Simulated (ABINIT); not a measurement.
Bi:

```
Bi
1.0
     3.23838    0.00000    0.00000
     0.00000    3.22164    0.00000
    -0.08045    0.00000    6.44389
Bi
2
Direct
  0.54425 0.00000 0.74958
  0.45575 0.00000 0.25042
```

This isn't the form of Bi at room conditions, which is rhombohedral.

Base run:

| Property | Result |
| --- | --- |
| Program | ABINIT 10.8.3 (patched build) |
| Functional | PBE |
| Potentials or basis | JTH PAW PBE v2.0 |
| Cutoff | 599 eV |
| k mesh | 8 × 8 × 4 |
| Occupations | fermi-dirac, width 0.05 eV |
| Spin | no spin polarisation |

Its results: band gap on the k mesh none (metal or under the smearing width); pressure 2.1 GPa; largest force 0.017 eV/Å.

Problem. The run is repeated on the same cell with these changes: functional from PBE to PBEsol; potentials or basis from JTH PAW PBE v2.0 to PseudoDojo NC SR PBEsol v0.4.1 standard; cutoff from 599 eV to 898 eV. What comes out?

Solution. Band gap on the k mesh none (metal or under the smearing width); pressure -0.4 GPa; largest force 0.012 eV/Å.

Caveats: spin-orbit coupling is left out, which moves the levels of the heavy elements.
